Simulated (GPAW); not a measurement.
# ZnSe (Stilleite) (F-43m) in GPAW: a series of runs

One crystal, ZnSe (Stilleite), is run at these levels: revTPSS, TB-mBJ, revTPSS+D4; tasks: band structure, single point, equation of state.

Program: GPAW 26.7.0. These are calculated values, not measurements. Logs are shortened: lines on timing, memory, paths and dates and some standing lists are left out, and cuts for length are marked. The log counts tension as positive stress, the text compression.

**Experimental background.**

From “Alloy Disordering Effects on the Thermal Conductivity and Energy Gap Temperature Dependence of Cd1−xZnxSe Ternary Crystals Grown by the Bridgman Method”, 2023, pmc:10253836, for a bulk crystal of ZnSe at 300 K: band gap 2.695 ± 0.003 eV (an exciton energy, a little under the gap).

The results are compared with them further down.

## Step 1: Starting point

Symmetry: F-43m, No. 216, cubic system. Conventional cell: a = 5.668 Å, b = 5.668 Å, c = 5.668 Å, α = 90.00°, β = 90.00°, γ = 90.00°. Around Se (site symmetry -43m) lie 4 Zn at 2.45 Å. Zn (site symmetry -43m) is surrounded by 4 Se at 2.45 Å.

## Step 2: Band structure, revTPSS, spin-orbit coupling, no magnetisation

The input, run.py:

```python
import numpy as np
from ase.dft.bandgap import bandgap
from ase.io import write
from ase.spacegroup import crystal
from ase.units import GPa
from gpaw import GPAW, PW
from gpaw.spinorbit import soc_eigenstates

# Se 4c
# Zn 4a
atoms = crystal(['Se', 'Zn'],
                basis=[[0.25, 0.25, 0.25],
                       [0.0, 0.0, 0.0]],
                spacegroup=216, setting=1,  # F-43m
                cellpar=[5.6676, 5.6676, 5.6676, 90.0, 90.0, 90.0],
                primitive_cell=True)

calc = GPAW(mode=PW(600),
            xc='MGGA_X_REVTPSS+MGGA_C_REVTPSS',
            kpts={'size': (7, 7, 7), 'gamma': True},
            occupations={'name': 'fermi-dirac', 'width': 0.05},
            nbands=18,
            convergence={'density': 1e-05, 'energy': 1e-05},
            eigensolver='davidson',
            maxiter=150,
            txt='gpaw.txt')
atoms.calc = calc
energy = atoms.get_potential_energy()
forces = atoms.get_forces()
stress = atoms.get_stress()
calc.write('gs.gpw')
write('result.traj', atoms)
print(f'Energy: {energy:.6f} eV')
print('Forces (eV/A):')
print(forces.round(4))
print('Stress (GPa):', (stress / GPa).round(3))
print('Fermi level:', round(calc.get_fermi_level(), 4), 'eV')
print(f'Gap: {bandgap(calc)[0]:.4f} eV, direct: {bandgap(calc, direct=True)[0]:.4f} eV')

path = atoms.cell.bandpath('GXWKGLUWLK,UX', npoints=60, eps=1e-4)
bs_calc = calc.fixed_density(kpts=path, symmetry='off', nbands=29,
                             convergence={'bands': 'CBM+6.0', 'eigenstates': 1e-6}, txt='bands.txt')
bs = bs_calc.band_structure()
bs.write('bs.json')
print(f'Gap on the path: {bandgap(bs_calc)[0]:.4f} eV')

soc = soc_eigenstates(bs_calc, theta=90, phi=45, ignore_xc_potential=True)
np.savetxt('soc_bands.dat', soc.eigenvalues(), fmt='%.4f')
mesh = soc_eigenstates('gs.gpw', theta=90, phi=45, ignore_xc_potential=True)
np.savetxt('soc_mesh.dat', mesh.eigenvalues(), fmt='%.4f')
print('Fermi level with spin-orbit coupling:', round(mesh.fermi_level, 4), 'eV')
```

Potentials or basis: GPAW PAW data sets (gpaw-data 1.2.1), pw.

The run is started by

```
> OMP_NUM_THREADS=1 python run.py
```

gpaw.txt:

```text
__  _  _
 | _ |_)|_||  |
 |__||  | ||/\| - 26.7.0

Input parameters:
  mode=PW(ecut=600.0),
  convergence={'density': 1e-05, 'energy': 1e-05},
  eigensolver=Davidson(niter=2),
  kpts=MonkhorstPack(size=(7, 7, 7), gamma=True),
  maxiter=150,
  nbands=18,
  occupations=Occupations(name='fermi-dirac', width=0.05),
  xc=XC(name='MGGA_X_REVTPSS+MGGA_C_REVTPSS')

Diagonalizing LCAO Hamiltonian
Converting LCAO to pw mode

           Se

       Zn

Atoms  # Å, Bohr magnetons
|   | symbol |        x |        y |        z |    initial magnetic moments |
|---|--------|----------|----------|----------|-----------------------------|
| 0 |     Se | 1.416900 | 1.416900 | 1.416900 | ( 0.0000,  0.0000,  0.0000) |
| 1 |     Zn | 0.000000 | 0.000000 | 0.000000 | ( 0.0000,  0.0000,  0.0000) |

Unit cell  # Å
| periodic |        x |        y |        z |  lengths |    angles |
|----------|----------|----------|----------|----------|-----------|
|      yes | 0.000000 | 2.833800 | 2.833800 | 4.007598 | 60.000000 |
|      yes | 2.833800 | 0.000000 | 2.833800 | 4.007598 | 60.000000 |
|      yes | 2.833800 | 2.833800 | 0.000000 | 4.007598 | 60.000000 |

Number of symmetries: 24
Symmetry operations  # r_c * U_cc + t_c -> r_c
|    | kind |            matrix            |
|----|------|------------------------------|
|  0 |  E   |  1, 0, 0,  0, 1, 0,  0, 0, 1 |
|  1 |  σ   |  1, 0, 0,  0, 0, 1,  0, 1, 0 |
|  2 |  σ   |  1, 0,-1,  0, 1,-1,  0, 0,-1 |
|  3 |  C3  |  1, 0,-1,  0, 0,-1,  0, 1,-1 |
|  4 |  C3  |  1,-1, 0,  0,-1, 1,  0,-1, 0 |
|  5 |  σ   |  1,-1, 0,  0,-1, 0,  0,-1, 1 |
|  6 |  σ   |  0, 1, 0,  1, 0, 0,  0, 0, 1 |
|  7 |  C3  |  0, 1, 0,  0, 0, 1,  1, 0, 0 |
|  8 |  C2  |  0, 1,-1,  1, 0,-1,  0, 0,-1 |
|  9 |  S4  |  0, 1,-1,  0, 0,-1,  1, 0,-1 |
| 10 |  C3  |  0, 0, 1,  1, 0, 0,  0, 1, 0 |
| 11 |  σ   |  0, 0, 1,  0, 1, 0,  1, 0, 0 |
| 12 |  S4  |  0, 0,-1,  1, 0,-1,  0, 1,-1 |
| 13 |  C3  |  0, 0,-1,  0, 1,-1,  1, 0,-1 |
| 14 |  S4  |  0,-1, 1,  1,-1, 0,  0,-1, 0 |
| 15 |  C2  |  0,-1, 1,  0,-1, 0,  1,-1, 0 |
| 16 |  C3  |  0,-1, 0,  1,-1, 0,  0,-1, 1 |
| 17 |  S4  |  0,-1, 0,  0,-1, 1,  1,-1, 0 |
| 18 |  S4  | -1, 1, 0, -1, 0, 1, -1, 0, 0 |
| 19 |  C3  | -1, 1, 0, -1, 0, 0, -1, 0, 1 |
| 20 |  C3  | -1, 0, 1, -1, 1, 0, -1, 0, 0 |
| 21 |  S4  | -1, 0, 1, -1, 0, 0, -1, 1, 0 |
| 22 |  σ   | -1, 0, 0, -1, 1, 0, -1, 0, 1 |
| 23 |  C2  | -1, 0, 0, -1, 0, 1, -1, 1, 0 |

BZ-sampling:
  Number of BZ points: 343
  Number of IBZ points: 20

  Monkhorst-Pack size: [7, 7, 7]
  Monkhorst-Pack shift: [0, 0, 0]

K-points  # in reciprocal-cell coordinates
|     |                                coordinates |     weight |
|-----|--------------------------------------------|------------|
|   0 | (  0.00000000,   0.00000000,   0.00000000) | 0.00291545 |
|   1 | (  0.14285714,   0.14285714,   0.00000000) | 0.01749271 |
|   2 | (  0.14285714,   0.14285714,   0.14285714) | 0.02332362 |
|   3 | (  0.28571429,   0.14285714,   0.14285714) | 0.03498542 |
|   4 | (  0.28571429,   0.28571429,   0.00000000) | 0.01749271 |
|   5 | (  0.28571429,   0.28571429,   0.14285714) | 0.06997085 |
|   6 | (  0.28571429,   0.28571429,   0.28571429) | 0.02332362 |
|   7 | (  0.42857143,  -0.28571429,  -0.28571429) | 0.03498542 |
|   8 | (  0.42857143,   0.28571429,  -0.42857143) | 0.13994169 |
|   9 | (  0.42857143,   0.28571429,  -0.28571429) | 0.06997085 |
| ... |                                            |            |
|  19 | (  0.42857143,   0.42857143,   0.42857143) | 0.02332362 |

Plane wave coefficients: 1532
Cutoff: 600.0 eV

Spin-components: 1 (collinear spins)
Bands:           18
Projectors:      11
Spin-degeneracy: 2
Datatype:        complex128

Parallelization:
  kpt:    1
  domain: 1
  band:   1

Density:
  Valence electrons: 18.0
  Components: 1
  Grid points: [24 24 24]
  Charge: 0.0  # |e|

Potential:
  Grid points: [24 24 24]

species:
  Se:
    name:    Selenium
    Z:       34.0
    valence: 6
    core:    28
    charge:  0.0  # [|e|]
    compensation charges:
      type: gauss
      rc: 0.27  # [Å]
      lmax: 2
    cutoffs:
      filter: 1.77  # [Å]
      core: 2.67  # [Å]
    projectors
    | kind |    occ | energy [eV] | rcut [Å] |
    |------|--------|-------------|----------|
    |   4s |  2.000 |     -17.277 |    0.847 |
    |   4p |  4.000 |      -6.512 |    1.005 |
    |    s |        |       9.935 |    0.847 |
    |    p |        |      20.699 |    1.005 |
    |    d |        |       0.000 |    0.847 |

    Using partial waves for Se as LCAO basis

  Zn:
    name:    Zinc
    Z:       30.0
    valence: 12
    core:    18
    charge:  0.0  # [|e|]
    compensation charges:
      type: gauss
      rc: 0.37  # [Å]
      lmax: 2
    cutoffs:
      filter: 2.14  # [Å]
      core: 2.28  # [Å]
    projectors
    | kind |    occ | energy [eV] | rcut [Å] |
    |------|--------|-------------|----------|
    |   4s |  2.000 |      -5.977 |    1.286 |
    |   4p |  0.000 |      -1.117 |    1.270 |
    |   3d | 10.000 |     -10.142 |    1.180 |
    |    s |        |      21.234 |    1.286 |
    |    p |        |      26.095 |    1.270 |
    |    d |        |      17.070 |    1.180 |

    Using partial waves for Zn as LCAO basis

Reference energy: -114964.858784  # eV

eigensolver:
  Davidson
  Converge bands: occupied
  niter=2

density mixing:
  MSR1-Mixer
  Pratt-step length: 0.05
  Maximum mixing coefficient: 0.75
  Old densities: 10
  SVD Regularization: 0.005
  Good broyden scale: 1.0
  Trust region scale: 1.0
  Backstep threshold: 4.0
  History deletion threshold: 6.0
  Fourier metric: weight=20.0, sigma=0.015

occupation numbers:
  Fermi-Dirac:
    width: 0.0500  # eV

poisson solver:
  ecut: 4800.0  # eV

xc functional:
  name: MGGA_X_REVTPSS+MGGA_C_REVTPSS with 2 nearest neighbor stencil

convergence criteria:
- Maximum integral of absolute [dens]ity change: 1e-05 electrons / valence electron
- Maximum [total energy] change in last 3 cyles: 1e-05 eV / valence electron
- Maximum integral of absolute [eigenst]ate change: 4e-08 eV^2 / valence electron
maximum number of iterations: 150

SCF iterations
|iter     | |      energy | eigst |  dens |
|---------|-|-------------|-------|-------|
|iter:   1| |   78.109215 | +2.03 |       |
|iter:   2| |    8.826960 | +0.72 | -0.85 |
|iter:   3| |    8.014557 | +0.08 | -1.19 |
|iter:   4| |    8.277557 | -1.63 | -1.21 |
|iter:   5| |    8.366278 | -1.71 | -1.38 |
|iter:   6| |    8.250018 | -1.65 | -1.54 |
|iter:   7| |    8.262424 | -2.66 | -1.61 |
|iter:   8| |    8.332741 | -2.31 | -1.73 |
|iter:   9| |    8.335774 | -3.39 | -1.89 |
|iter:  10| |    8.339092 | -3.98 | -1.97 |
|iter:  11| |    8.340426 | -4.57 | -2.06 |
|iter:  12| |    8.349819 | -2.81 | -2.08 |
|iter:  13| |    8.349468 | -3.66 | -2.57 |
|iter:  14| |    8.349455 | -5.31 | -3.25 |
|iter:  15| |    8.349448c| -5.42 | -3.51 |
|iter:  16| |    8.349449c| -6.71 | -4.19 |
|iter:  17| |    8.349449c| -7.41c| -4.79 |
|iter:  18| |    8.349449c| -8.55c| -5.43c|

Converged in 18 steps
Energy contributions relative to reference atoms: (reference = -114964.858784)

Energy contributions:
  Kinetic:           5.087666
  Coulomb:          -3.604081
  Zero:             -0.093533
  External:          0.000000
  Xc:                6.959397
  Entropy:          -0.000000
  Spinorbit:         0.000000
  ----------------------------
  Free energy:       8.349449
  Extrapolated:      8.349449

dipole moment: (-14.412753, -14.412753, -14.412753)  # |e|*Ang

Fermi level: 4.513
Eigenvalues  # (at kpt = [0.000, 0.000, 0.000])
| band index |      eig [eV] | occ [0-2] |
|------------|---------------|-----------|
|          0 |        -9.668 |     2.000 |
|          1 |        -2.686 |     2.000 |
|          2 |        -2.686 |     2.000 |
|          3 |        -2.686 |     2.000 |
|          4 |        -2.308 |     2.000 |
|          5 |        -2.308 |     2.000 |
[... 10 lines left out ...]
|         16 |        16.946 |     0.000 |
|         17 |        16.946 |     0.000 |

Gap: 1.458 eV
Transition (v -> c):
  (s=0, k=0, n=8, [0.00, 0.00, 0.00]) -> (s=0, k=0, n=9, [0.00, 0.00, 0.00])
No difference between direct/indirect transitions

Forces  # eV/Ang
|        x |        y |        z |
|----------|----------|----------|
| -0.00000 |  0.00000 | -0.00000 |  # Se   0
|  0.00000 | -0.00000 |  0.00000 |  # Zn   1

Stress tensor  # eV/Ang^3
|         x |         y |         z |
|-----------|-----------|-----------|
| -0.002593 |  0.000000 | -0.000000 |
|  0.000000 | -0.002593 |  0.000000 |
| -0.000000 |  0.000000 | -0.002593 |

# Writing to gs.gpw (mode='')
```

Run time: 1.9 min. Hardware: 1 thread of Intel Xeon 6975P-C (Granite Rapids), shared host; peak memory 0.37 GiB.

Results:

```
Free energy             : 8.3494 eV
Pressure                : 0.4 GPa
Band gap on the k mesh  : 1.33 eV, direct
Band gap along the path : 1.33 eV, direct
```

Levels at the corners of the path, in eV from the valence-band top:
```
point  band 16  band 17  band 18  band 19  band 20  band 21
    Γ     0.00     0.00     0.00     1.33     1.33     5.76
    X    -2.44    -2.26    -2.26     2.85     2.85     3.43
    W    -2.87    -2.83    -2.81     5.30     5.34     5.55
    K    -3.22    -1.94    -1.94     3.51     3.51     5.51
    Γ     0.00     0.00     0.00     1.33     1.33     5.76
    L    -1.12    -0.89    -0.89     2.57     2.57     6.36
    U    -3.22    -1.94    -1.94     3.51     3.51     5.51
    W    -2.87    -2.83    -2.81     5.30     5.34     5.55
    L    -1.12    -0.89    -0.89     2.57     2.57     6.36
    K    -3.22    -1.94    -1.94     3.51     3.51     5.51
    U    -3.22    -1.94    -1.94     3.51     3.51     5.51
    X    -2.44    -2.26    -2.26     2.85     2.85     3.43
```

Caveat: spin-orbit coupling was added after a scalar SCF, so levels and gaps hold it while energy, forces, pressure and moments don't; this program's spin-orbit splittings come out too wide for heavy elements; the PAW data sets were made with another functional, which shifts forces and pressure a little.

[end of part 1 of 2]
